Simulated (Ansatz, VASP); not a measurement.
# NaI: VASP beside Ansatz

```
Na I
1.0
     0.00000    3.23640    3.23640
     3.23640    0.00000    3.23640
     3.23640    3.23640    0.00000
Na I
1 1
Direct
  0.02317 0.97683 0.93048
  0.50000 0.50000 0.50000
```

Alike in both runs: task single point; functional r2SCAN; k mesh 6 × 6 × 6; occupations gaussian, width 0.05 eV; no spin polarisation.

|  | VASP | Ansatz |
| --- | --- | --- |
| version | VASP 6.6.1 | Ansatz 0.2.0 |
| potentials or method | VASP PAW PBE potentials, release 64 (Na_pv, I) | scalar-relativistic, plane waves, PAW |
| plane-wave cutoff (eV) | 520 | 500 |
| valence electrons in the cell | 14 | 26 |

```tsv
	VASP	Ansatz	Ansatz less VASP
gap on the k mesh at the Fermi level (eV)	4.45	4.44	-0.007
least direct gap on the mesh (eV)	4.45	4.44	-0.007
pressure (GPa)	0.5	0.5	+0.07
largest component of the traceless stress (GPa)	1.06	1.07	+0.006
rms of the force components (eV/Å)	0.227	0.225	-0.0029
```

Atom by atom the forces differ by 0.004 eV/Å (rms over components). The two sets of potentials don't hold the same shells in valence.

Caveats: the PAW data sets were made with another functional, which shifts forces and pressure a little (VASP); spin-orbit coupling is left out, which moves the levels of the heavy elements.
